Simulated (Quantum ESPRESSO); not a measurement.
# HgTe (Coloradoite) (F-43m) in Quantum ESPRESSO: notebook

The runs below take HgTe (Coloradoite) through single point, equation of state, with SOGGA.

All numbers are computed with Quantum ESPRESSO 7.5; they aren't measurements. Logs are shortened: lines on timing, memory, paths and dates and some standing lists are left out, and cuts for length are marked.

**Experimental background.**

A printed reference work, monograph reports, for a bulk crystal of HgTe: bulk modulus 43 GPa.

The results are compared with them further down.

### 1 The structure

It takes space group F-43m (No. 216, cubic). The conventional cell has a = 6.429 Å, b = 6.429 Å, c = 6.429 Å, α = 90.00°, β = 90.00°, γ = 90.00°. Hg (site symmetry -43m) is surrounded by 4 Te at 2.78 Å. Te (site symmetry -43m) is surrounded by 4 Hg at 2.78 Å.

### 2 Single point, SOGGA, 31.22 Å³/atom

pw.in reads:

```
&CONTROL
  calculation = 'scf'
  prefix = 'pwscf'
  outdir = './tmp'
  pseudo_dir = './pseudo'
  tprnfor = .true.
  tstress = .true.
  disk_io = 'nowf'
/
&SYSTEM
  ibrav = 0
  nat = 2
  ntyp = 2
  ecutwfc = 80
  nbnd = 26
  input_dft = 'XC-000I-000I-150L-130L-000I-000I'
  occupations = 'smearing'
  smearing = 'fd'
  degauss = 0.00367493
/
&ELECTRONS
  conv_thr = 4d-10
  electron_maxstep = 120
  mixing_beta = 0.5
/
ATOMIC_SPECIES
Hg   200.5920 Hg.upf
Te   127.6000 Te.upf
CELL_PARAMETERS angstrom
   0.0000000000    3.1488795465    3.1488795465
   3.1488795465    0.0000000000    3.1488795465
   3.1488795465    3.1488795465    0.0000000000
ATOMIC_POSITIONS crystal
Hg     0.0000000000    0.0000000000    0.0000000000
Te     0.7500000000    0.7500000000    0.7500000000
K_POINTS automatic
7 7 7 0 0 0
```

Potentials or basis: PseudoDojo 0.4.1 SR PBE standard.

Launch:

```
$ OMP_NUM_THREADS=1 pw.x -in pw.in > pw.out
```

pw.out:

```text
This program is part of the open-source Quantum ESPRESSO suite
     for quantum simulation of materials; please cite
         "P. Giannozzi et al., J. Phys.:Condens. Matter 21 395502 (2009);
         "P. Giannozzi et al., J. Phys.:Condens. Matter 29 465901 (2017);
         "P. Giannozzi et al., J. Chem. Phys. 152 154105 (2020);
     in publications or presentations arising from this work. More details at

     IMPORTANT: XC functional enforced from input :
     Exchange-correlation= XC-000I-000I-150L-130L-000I-000I
                           (   0   0 150 130   0   0   0)
     Any further DFT definition will be discarded
     Please, verify this is what you really want

     Message from routine setup:
     using ibrav=0 with symmetry is DISCOURAGED, use correct ibrav instead

     G-vector sticks info
     --------------------
     sticks:   dense  smooth     PW     G-vecs:    dense   smooth      PW
     Sum        1555    1555    439                40821    40821    6231

     Using Slab Decomposition

     bravais-lattice index     =            0
     lattice parameter (alat)  =       8.4153  a.u.
     unit-cell volume          =     421.4002 (a.u.)^3
     number of atoms/cell      =            2
     number of atomic types    =            2
     number of electrons       =        36.00
     number of Kohn-Sham states=           26
     kinetic-energy cutoff     =      80.0000  Ry
     charge density cutoff     =     320.0000  Ry
     scf convergence threshold =      4.0E-10
     mixing beta               =       0.5000
     number of iterations used =            8  plain     mixing
     Exchange-correlation= XC-000I-000I-150L-130L-000I-000I
                           (   0   0 150 130   0   0   0)

     celldm(1)=   8.415306  celldm(2)=   0.000000  celldm(3)=   0.000000
     celldm(4)=   0.000000  celldm(5)=   0.000000  celldm(6)=   0.000000

     crystal axes: (cart. coord. in units of alat)
               a(1) = (   0.000000   0.707107   0.707107 )
               a(2) = (   0.707107   0.000000   0.707107 )
               a(3) = (   0.707107   0.707107   0.000000 )

     reciprocal axes: (cart. coord. in units 2 pi/alat)
               b(1) = ( -0.707107  0.707107  0.707107 )
               b(2) = (  0.707107 -0.707107  0.707107 )
               b(3) = (  0.707107  0.707107 -0.707107 )

     PseudoPot. # 1 for Hg read from file:
     Hg.upf
     Pseudo is Norm-conserving + core correction, Zval = 20.0
     Generated using ONCVPSP code by D. R. Hamann
     Using radial grid of 1262 points,  7 beta functions with:
                l(1) =   0
                l(2) =   0
                l(3) =   1
                l(4) =   1
                l(5) =   2
                l(6) =   2
                l(7) =   3

     PseudoPot. # 2 for Te read from file:
     Te.upf
     Pseudo is Norm-conserving + core correction, Zval = 16.0
     Generated using ONCVPSP code by D. R. Hamann
     Using radial grid of 1294 points,  6 beta functions with:
                l(1) =   0
                l(2) =   0
                l(3) =   1
                l(4) =   1
                l(5) =   2
                l(6) =   2

     atomic species   valence    mass     pseudopotential
     Hg               20.00   200.59200     Hg( 1.00)
     Te               16.00   127.60000     Te( 1.00)

     24 Sym. Ops. (no inversion) found

   Cartesian axes

     site n.     atom                  positions (alat units)
         1        Hg     tau(   1) = (   0.0000000   0.0000000   0.0000000  )
         2        Te     tau(   2) = (   1.0606602   1.0606602   1.0606602  )

     number of k points=    20  Fermi-Dirac smearing, width (Ry)=  0.0037
                       cart. coord. in units 2pi/alat
        k(    1) = (   0.0000000   0.0000000   0.0000000), wk =   0.0058309
        k(    2) = (   0.1010153   0.1010153  -0.1010153), wk =   0.0466472
        k(    3) = (   0.2020305   0.2020305  -0.2020305), wk =   0.0466472
        k(    4) = (   0.3030458   0.3030458  -0.3030458), wk =   0.0466472
        k(    5) = (   0.2020305   0.0000000  -0.0000000), wk =   0.0349854
        k(    6) = (   0.3030458   0.1010153  -0.1010153), wk =   0.1399417
[... 12 lines left out ...]
        k(   19) = (  -0.1010153  -0.5050763   0.7071068), wk =   0.1399417
        k(   20) = (  -0.0000000  -0.4040610   0.6060915), wk =   0.1399417

     Dense  grid:    40821 G-vectors     FFT dimensions: (  48,  48,  48)

     WARNING: libxc functional with ID  130 depends
      on external parameters: check the user_guide of
      QE if you need to modify them or to check their
      default values.

     Initial potential from superposition of free atoms

     starting charge      35.9997, renormalised to      36.0000
     Starting wfcs are   19 randomized atomic wfcs +    7 random wfcs

     Self-consistent Calculation

     iteration #  1     ecut=    80.00 Ry     beta= 0.50
     Davidson diagonalization with overlap
     ethr =  1.00E-02,  avg # of iterations =  5.2

     Threshold (ethr) on eigenvalues was too large:
     Diagonalizing with lowered threshold

     Davidson diagonalization with overlap
     ethr =  1.72E-04,  avg # of iterations =  4.2

     total energy              =    -541.62541703 Ry
     estimated scf accuracy    <       0.06345595 Ry

     iteration #  2     ecut=    80.00 Ry     beta= 0.50
     Davidson diagonalization with overlap
     ethr =  1.76E-04,  avg # of iterations =  2.0

     total energy              =    -541.64338875 Ry
     estimated scf accuracy    <       0.00900822 Ry

     iteration #  3     ecut=    80.00 Ry     beta= 0.50
     Davidson diagonalization with overlap
     ethr =  2.50E-05,  avg # of iterations =  2.6

     total energy              =    -541.64484116 Ry
     estimated scf accuracy    <       0.00064495 Ry

     iteration #  4     ecut=    80.00 Ry     beta= 0.50
     Davidson diagonalization with overlap
     ethr =  1.79E-06,  avg # of iterations =  4.5

     total energy              =    -541.64488180 Ry
     estimated scf accuracy    <       0.00002194 Ry

     iteration #  5     ecut=    80.00 Ry     beta= 0.50
     Davidson diagonalization with overlap
     ethr =  6.10E-08,  avg # of iterations =  2.0
[... 8 lines left out ...]
     total energy              =    -541.64488839 Ry
     estimated scf accuracy    <       0.00000017 Ry

     iteration #  7     ecut=    80.00 Ry     beta= 0.50
     Davidson diagonalization with overlap
     ethr =  4.62E-10,  avg # of iterations =  2.0

     total energy              =    -541.64488844 Ry
     estimated scf accuracy    <       0.00000014 Ry

     iteration #  8     ecut=    80.00 Ry     beta= 0.50
     Davidson diagonalization with overlap
     ethr =  3.88E-10,  avg # of iterations =  2.0

     total energy              =    -541.64488847 Ry
     estimated scf accuracy    <          2.6E-09 Ry

     iteration #  9     ecut=    80.00 Ry     beta= 0.50
     Davidson diagonalization with overlap
     ethr =  7.14E-12,  avg # of iterations =  2.0

     End of self-consistent calculation

          k = 0.0000 0.0000 0.0000 (  5029 PWs)   bands (ev):

  -105.1977 -53.5764 -53.5764 -53.5764 -26.7848 -26.7848 -26.7848 -26.7734
   -26.7734  -2.4980   2.3007   2.3007   2.3007   2.9418   2.9418   9.5428
    10.1222  10.1222  10.1222  14.1622  14.1622  14.1622  16.4081  19.8720
    19.9135  19.9140

          k = 0.1010 0.1010-0.1010 (  5065 PWs)   bands (ev):

  -105.1977 -53.5765 -53.5765 -53.5765 -26.7850 -26.7848 -26.7848 -26.7734
   -26.7734  -2.3802   2.3337   2.3337   2.3347   2.9383   2.9383   7.9983
     9.8543   9.8543  10.9156  14.1496  14.4973  14.4973  17.6080  18.7535
    18.7535  19.4025

          k = 0.2020 0.2020-0.2020 (  5063 PWs)   bands (ev):

  -105.1977 -53.5766 -53.5765 -53.5765 -26.7853 -26.7847 -26.7847 -26.7733
   -26.7733  -2.0973   2.4005   2.4005   2.5257   2.9432   2.9432   6.0569
     9.3518   9.3518  10.9450  14.9544  14.9544  15.3957  17.5569  18.7257
    18.7257  21.5353

          k = 0.3030 0.3030-0.3030 (  5090 PWs)   bands (ev):

  -105.1977 -53.5766 -53.5765 -53.5765 -26.7855 -26.7846 -26.7846 -26.7732
   -26.7732  -1.8507   2.4426   2.4426   2.9645   2.9645   3.0530   4.4355
     9.0055   9.0055  10.7916  15.0361  15.0361  16.7017  17.7370  19.8562
    19.8562  22.1580

          k = 0.2020 0.0000-0.0000 (  5065 PWs)   bands (ev):

  -105.1977 -53.5765 -53.5765 -53.5765 -26.7851 -26.7847 -26.7847 -26.7735
   -26.7733  -2.3405   2.3031   2.3660   2.3660   2.9172   2.9564   7.9531
     9.4297   9.4297  11.6011  13.2472  15.0486  15.0486  17.4187  18.1986
    19.9898  20.4935
[... 43 lines left out ...]
          k = 0.5051 0.1010-0.1010 (  5091 PWs)   bands (ev):

  -105.1977 -53.5766 -53.5765 -53.5765 -26.7859 -26.7845 -26.7844 -26.7735
   -26.7729  -1.7461   2.4469   2.6039   2.6547   2.9978   3.0802   5.1262
     7.5859   7.9808  12.2086  13.1780  16.3061  17.2646  18.8725  20.6741
    21.4304  22.2067

          k =-0.1010-0.5051 0.5051 (  5094 PWs)   bands (ev):

  -105.1977 -53.5766 -53.5766 -53.5765 -26.7856 -26.7847 -26.7844 -26.7733
   -26.7729  -1.6382   2.4936   2.6049   2.8199   2.9702   3.4473   4.2945
     6.9023   8.1096  12.3127  14.3163  16.5169  16.8271  18.3759  19.9302
    21.2746  22.6977

          k =-0.0000-0.4041 0.4041 (  5102 PWs)   bands (ev):

  -105.1977 -53.5766 -53.5766 -53.5765 -26.7853 -26.7849 -26.7845 -26.7732
   -26.7731  -1.7233   2.4914   2.5376   2.8820   2.9289   3.1440   4.7706
     6.8916   8.6240  12.4079  14.6818  16.0687  16.1987  18.5852  18.6012
    21.2141  22.2923

          k = 0.6061-0.0000 0.0000 (  5093 PWs)   bands (ev):

  -105.1977 -53.5766 -53.5765 -53.5765 -26.7862 -26.7842 -26.7842 -26.7736
   -26.7727  -1.6219   2.4393   2.6942   2.6942   3.0162   3.2661   4.6100
     7.5673   7.5673  11.8921  12.4018  18.1378  18.8091  18.8091  20.4228
    22.3945  22.3948

          k =-0.0000-0.6061 0.6061 (  5096 PWs)   bands (ev):

  -105.1977 -53.5766 -53.5765 -53.5765 -26.7861 -26.7844 -26.7842 -26.7735
   -26.7727  -1.5736   2.4799   2.6952   2.7330   3.0023   3.5629   4.1760
     7.0785   7.6195  12.1118  12.9695  17.6670  18.3307  18.9428  20.6004
    21.9876  22.2431

          k = 0.4041 0.2020 0.0000 (  5091 PWs)   bands (ev):

  -105.1977 -53.5766 -53.5765 -53.5765 -26.7855 -26.7846 -26.7845 -26.7734
   -26.7730  -1.8864   2.4386   2.5052   2.6237   2.9448   2.9993   5.6233
     7.6770   8.6390  12.5157  13.6866  15.1040  16.7110  17.9922  20.5137
    20.6203  21.2542

          k =-0.2020-0.4041 0.6061 (  5099 PWs)   bands (ev):

  -105.1977 -53.5766 -53.5765 -53.5765 -26.7855 -26.7848 -26.7844 -26.7733
   -26.7730  -1.6969   2.5010   2.5449   2.8379   2.9551   3.2584   4.5506
     7.1576   8.2086  12.6890  14.3055  15.3159  17.2728  18.2309  20.0671
    20.7457  22.0901

          k =-0.1010-0.5051 0.7071 (  5083 PWs)   bands (ev):

  -105.1977 -53.5766 -53.5765 -53.5765 -26.7859 -26.7846 -26.7843 -26.7734
   -26.7728  -1.6129   2.5077   2.6315   2.7524   2.9812   3.3960   4.4563
     7.1580   7.5118  12.7149  13.3319  16.1574  17.8502  19.1347  21.0226
    21.5359  22.2324

          k =-0.0000-0.4041 0.6061 (  5115 PWs)   bands (ev):

  -105.1977 -53.5766 -53.5766 -53.5765 -26.7855 -26.7849 -26.7843 -26.7733
   -26.7729  -1.5917   2.5334   2.6193   2.8543   2.9187   3.5941   4.1864
     6.7792   7.6077  13.0199  14.4398  15.7414  16.5597  19.0601  20.3506
    22.2073  22.4883

     the Fermi energy is    10.1597 ev

!    total energy              =    -541.64488847 Ry
     estimated scf accuracy    <          1.7E-10 Ry
     smearing contrib. (-TS)   =      -0.00004624 Ry
     internal energy E=F+TS    =    -541.64484222 Ry

     The total energy is F=E-TS. E is the sum of the following terms:
     one-electron contribution =    -301.67269563 Ry
     hartree contribution      =     159.06291388 Ry
     xc contribution           =    -103.18624595 Ry
     ewald contribution        =    -295.84881452 Ry

     convergence has been achieved in   9 iterations

     Forces acting on atoms (cartesian axes, Ry/au):

     atom    1 type  1   force =    -0.00000000    0.00000000   -0.00000000
     atom    2 type  2   force =     0.00000000   -0.00000000    0.00000000

     Total force =     0.000000     Total SCF correction =     0.000000

     Computing stress (Cartesian axis) and pressure

          total   stress  (Ry/bohr**3)                   (kbar)     P=       48.28
   0.00032819   0.00000000   0.00000000           48.28        0.00        0.00
   0.00000000   0.00032819   0.00000000            0.00       48.28        0.00
   0.00000000   0.00000000   0.00032819            0.00        0.00       48.28

=------------------------------------------------------------------------------=
   JOB DONE.
=------------------------------------------------------------------------------=
```

Wall time 35 s (1 thread of Intel Xeon at 2.60GHz (Ice Lake), shared host); peak memory 0.13 GiB.

Results:

```
Free energy            : -7369.4541 eV
Pressure               : 4.8 GPa
Band gap on the k mesh : none (metal or under the smearing width)
```

Caveat: the potentials were made for another functional, which shifts forces and pressure; SOGGA exchange is joined with the correlation of PBE here.

### 3 Single point, SOGGA, 31.89 Å³/atom

Changes to pw.in since step 2:

```diff
@@ -29,5 +29,5 @@
 CELL_PARAMETERS angstrom
-   0.0000000000    3.1488795465    3.1488795465
-   3.1488795465    0.0000000000    3.1488795465
-   3.1488795465    3.1488795465    0.0000000000
+   0.0000000000    3.1710554852    3.1710554852
+   3.1710554852    0.0000000000    3.1710554852
+   3.1710554852    3.1710554852    0.0000000000
 ATOMIC_POSITIONS crystal
```

Potentials or basis: PseudoDojo 0.4.1 SR PBE standard.

Launch:

```
$ OMP_NUM_THREADS=1 pw.x -in pw.in > pw.out
```

It took 36 s on 1 thread of Intel Xeon at 2.60GHz (Ice Lake), shared host; peak memory 0.14 GiB.

The run converged. Its results:

```yaml
Free_energy: -7369.4886 eV
Pressure: 3.5 GPa
Band_gap_on_the_k_mesh: none (metal or under the smearing width)
```

Caveat: the potentials were made for another functional, which shifts forces and pressure; SOGGA exchange is joined with the correlation of PBE here.

### 4 Single point, SOGGA, 32.55 Å³/atom

Changes to pw.in since step 3:

```diff
@@ -29,5 +29,5 @@
 CELL_PARAMETERS angstrom
-   0.0000000000    3.1710554852    3.1710554852
-   3.1710554852    0.0000000000    3.1710554852
-   3.1710554852    3.1710554852    0.0000000000
+   0.0000000000    3.1929255244    3.1929255244
+   3.1929255244    0.0000000000    3.1929255244
+   3.1929255244    3.1929255244    0.0000000000
 ATOMIC_POSITIONS crystal
```

Launch:

```
$ OMP_NUM_THREADS=1 pw.x -in pw.in > pw.out
```

Wall time 35 s (1 thread of Intel Xeon at 2.60GHz (Ice Lake), shared host); peak memory 0.14 GiB.

Results (log left out):

```yaml
Free_energy: -7369.5124 eV
Pressure: 2.3 GPa
Band_gap_on_the_k_mesh: none (metal or under the smearing width)
```

Caveat: the potentials were made for another functional, which shifts forces and pressure; SOGGA exchange is joined with the correlation of PBE here.

### 5 Single point, SOGGA, 33.22 Å³/atom

Changes to pw.in since step 4:

```diff
@@ -29,5 +29,5 @@
 CELL_PARAMETERS angstrom
-   0.0000000000    3.1929255244    3.1929255244
-   3.1929255244    0.0000000000    3.1929255244
-   3.1929255244    3.1929255244    0.0000000000
+   0.0000000000    3.2145000000    3.2145000000
+   3.2145000000    0.0000000000    3.2145000000
+   3.2145000000    3.2145000000    0.0000000000
 ATOMIC_POSITIONS crystal
```

Launch:

```
$ OMP_NUM_THREADS=1 pw.x -in pw.in > pw.out
```

It took 34 s on 1 thread of Intel Xeon at 2.60GHz (Ice Lake), shared host; peak memory 0.14 GiB.

Results (log left out):

```yaml
Free_energy: -7369.5269 eV
Pressure: 1.2 GPa
Band_gap_on_the_k_mesh: none (metal or under the smearing width)
```

Caveat: the potentials were made for another functional, which shifts forces and pressure; SOGGA exchange is joined with the correlation of PBE here.

### 6 Single point, SOGGA, 33.88 Å³/atom

Changes to pw.in since step 5:

```diff
@@ -29,5 +29,5 @@
 CELL_PARAMETERS angstrom
-   0.0000000000    3.2145000000    3.2145000000
-   3.2145000000    0.0000000000    3.2145000000
-   3.2145000000    3.2145000000    0.0000000000
+   0.0000000000    3.2357886999    3.2357886999
+   3.2357886999    0.0000000000    3.2357886999
+   3.2357886999    3.2357886999    0.0000000000
 ATOMIC_POSITIONS crystal
```

Potentials or basis: PseudoDojo 0.4.1 SR PBE standard.

Launch:

```
$ OMP_NUM_THREADS=1 pw.x -in pw.in > pw.out
```

It took 36 s on 1 thread of Intel Xeon at 2.60GHz (Ice Lake), shared host; peak memory 0.14 GiB.

The run converged. Its results:

```
Free energy            : -7369.5330 eV
Pressure               : 0.3 GPa
Band gap on the k mesh : none (metal or under the smearing width)
```

Caveat: the potentials were made for another functional, which shifts forces and pressure; SOGGA exchange is joined with the correlation of PBE here.

### 7 Single point, SOGGA, 34.54 Å³/atom

Changes to pw.in since step 6:

```diff
@@ -29,5 +29,5 @@
 CELL_PARAMETERS angstrom
-   0.0000000000    3.2357886999    3.2357886999
-   3.2357886999    0.0000000000    3.2357886999
-   3.2357886999    3.2357886999    0.0000000000
+   0.0000000000    3.2568009036    3.2568009036
+   3.2568009036    0.0000000000    3.2568009036
+   3.2568009036    3.2568009036    0.0000000000
 ATOMIC_POSITIONS crystal
```

Launch:

```
$ OMP_NUM_THREADS=1 pw.x -in pw.in > pw.out
```

Wall time 35 s (1 thread of Intel Xeon at 2.60GHz (Ice Lake), shared host); peak memory 0.15 GiB.

Results (log left out):

- Free energy: -7369.5318 eV
- Pressure: -0.6 GPa
- Band gap on the k mesh: none (metal or under the smearing width)

Caveat: the potentials were made for another functional, which shifts forces and pressure; SOGGA exchange is joined with the correlation of PBE here.

### 8 Single point, SOGGA, 35.21 Å³/atom

Changes to pw.in since step 7:

```diff
@@ -29,5 +29,5 @@
 CELL_PARAMETERS angstrom
-   0.0000000000    3.2568009036    3.2568009036
-   3.2568009036    0.0000000000    3.2568009036
-   3.2568009036    3.2568009036    0.0000000000
+   0.0000000000    3.2775454177    3.2775454177
+   3.2775454177    0.0000000000    3.2775454177
+   3.2775454177    3.2775454177    0.0000000000
 ATOMIC_POSITIONS crystal
```

Launch:

```
$ OMP_NUM_THREADS=1 pw.x -in pw.in > pw.out
```

It took 35 s on 1 thread of Intel Xeon at 2.60GHz (Ice Lake), shared host; peak memory 0.14 GiB.

Results (log left out):

* Free energy: -7369.5241 eV
* Pressure: -1.3 GPa
* Band gap on the k mesh: none (metal or under the smearing width)

Caveat: the potentials were made for another functional, which shifts forces and pressure; SOGGA exchange is joined with the correlation of PBE here.

### 9 Equation of state, SOGGA

Potentials or basis: PseudoDojo 0.4.1 SR PBE standard.

No new run: the results of the series are fitted here.

What came out:

```yaml
Equilibrium_volume: 34.09 Å³/atom
Bulk_modulus: 44 GPa
Pressure_derivative_of_the_bulk_modulus: 5.2
```

Energy against volume, from the lowest point:
```csv
volume (Å³/atom),energy (meV/atom)
31.223,39.44
31.887,22.23
32.551,10.31
33.215,3.07
33.880,0.00
34.544,0.61
35.208,4.48
```

Caveat: the potentials were made for another functional, which shifts forces and pressure; SOGGA exchange is joined with the correlation of PBE here. The run has no spin-orbit coupling, so splittings on Hg, Te are missing.

### 10 How close it comes

Step 9. Against the measured bulk modulus of HgTe, 43 GPa (a printed reference work, monograph), the calculated 44 GPa is off by +1.9 %. The fit is for a static lattice scaled at fixed shape and fixed fractional positions.
